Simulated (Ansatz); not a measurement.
The elements of this relaxed trial crystal are hidden behind letters.

```
lattice vectors (Å)
   1.5374   -4.6486    0.0000
   1.5374    4.6486    0.0000
   0.0000    0.0000    3.8873
fractional positions
X 0.6992 0.3008 0.2500
X 0.3008 0.6992 0.7500
X 0.9302 0.0698 0.2500
X 0.5000 0.5000 0.0000
X 0.5000 0.5000 0.5000
X 0.0698 0.9302 0.7500
Z 0.3296 0.6704 0.2500
Z 0.6704 0.3296 0.7500
```

Method: DFT PBE, scalar-relativistic, plane waves, PAW in Ansatz 0.2.0. Settings of the last relaxation (8-atom cell): 420 eV, 12×12×10 k points, Gaussian smearing of 0.10 eV, no spin polarisation.

| Quantity | Value |
| --- | --- |
| Space group | Cmcm (No. 63) |
| Conventional cell | a = 3.075 Å, b = 9.297 Å, c = 3.887 Å |
| Volume per atom | 6.95 Å³ |
| Density | 5.92 g/cm³ |
| Energy over the elements | +0.19 eV/atom |
| Gap on the 12×12×10 mesh of the 8-atom cell | 0 eV (a metal) |

Energies are uncorrected and count from the elements' standard states at the same level.

Question: X is an s-block element of period 1 and Z is a d-block element of period 5. Which elements are they?

Answer: X = H, Z = Mo, so the formula is MoH3. Density times volume gives a mean mass of 5.92 × 6.95/1.6605 = 24.8 u per atom, and this set has 24.7 u. Among the elements that the hints allow, noble gases aside, only these give it. H on a site of symmetry m2m has 4 Mo at 1.96 Å and 3 H at 2.09–2.15 Å; H on a second site of symmetry m2m is surrounded by 2 Mo at 1.80 Å, 4 H at 1.93 Å, 1 H at 2.15 Å and 2 H at 2.34 Å; around Mo lie 8 H at 1.80–1.96 Å; 1 more site not described.

This cell was reached by moving the atoms of another relaxed cell at random and relaxing again, last within the group found; it had no such test of its own.
